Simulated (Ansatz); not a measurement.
## A series in volume per atom on BaS

Results calculated with Ansatz 0.2.0, not measured. Plane-wave density functional theory, PAW datasets, Gaussian smearing 0.05 eV: one cell in which all forces lie under 0.002 eV/angstrom; stress (xx yy zz yz xz xy) and pressure positive in compression; site moments are of spin alone; formation energy from the elements run alike, uncorrected.

Cell of the first row (space group F-43m, No. 216):
```
cell vectors (Å)
   0.0000     3.4218     3.4218
   3.4218     0.0000     3.4218
   3.4218     3.4218     0.0000
atoms (fractions of the cell vectors)
Ba  0.00000  0.00000  0.00000
S   0.25000  0.25000  0.25000
```

Settings of every row: paw set soft_2; functional PBEsol; spin treatment none; moment partition spheres; spin axis none; wave cutoff 420 eV; k mesh 8x8x8; SCF start atoms; lower state search light; symmetry use detected.

Atom first moment, atom hubbard u: 0 on all atoms.

Limits: no spin-orbit coupling, which can matter with elements this heavy; the cell comes from a prototype or a list of computed structures and needn't be the stable phase.

```
row  volume per atom (Å³)  pressure (GPa)  formation energy (eV per atom)
  1                40.066               ?                               ?
  2                  40.9           0.620                         -1.8675
  3                41.727          -0.002                         -1.8691
  4                41.735          -0.008                         -1.8691
  5                41.903          -0.127                          -1.869
  6                 42.48          -0.518                         -1.8678
  7                 42.57          -0.576                         -1.8675
  8                42.661          -0.635                         -1.8672
  9                43.404          -1.090                         -1.8632
```

Question: what pressure should row 1 give?

Worked fit of pressure. Take u = (V_r/V)^(2/3) − 1 with V_r = 42.191 Å³ an atom, which is twice the finite (Eulerian) strain; such expansions in the strain, on which the Birch-Murnaghan equation of state is built, carry the rest volume and the bulk modulus. The shown rows have u = 0.02093, 0.0074, 0.00727, 0.00458, -0.00454, -0.00594, -0.00736, -0.01872. Least squares give pressure = −0.3254 + 42.882 × u + 109.24 × u² GPa; a straight line predicts inner rows, each left out in turn, worse (root mean square 0.012 against 0.00024 GPa). All shown rows lie on it to the printed digit. The pressure vanishes at u = 0.0074, or V = 41.72 Å³ an atom, and there the bulk modulus at fixed shape and fractions is B = −V dP/dV = (2/3)(1 + u) dP/du = 29.9 GPa. The withheld row has u = 0.03505, so the fit gives −0.3254 + 42.882 × (0.03505) + 109.24 × (0.03505)² = 1.312 GPa.

The calculation gave 1.315 GPa. The fit lies 0.003 GPa (0.12 % of the column's range) below it; its largest miss of a shown row is 0.000 GPa. This row lies beyond the range of the fit.

The other values of row 1: formation energy -1.8625 eV per atom.
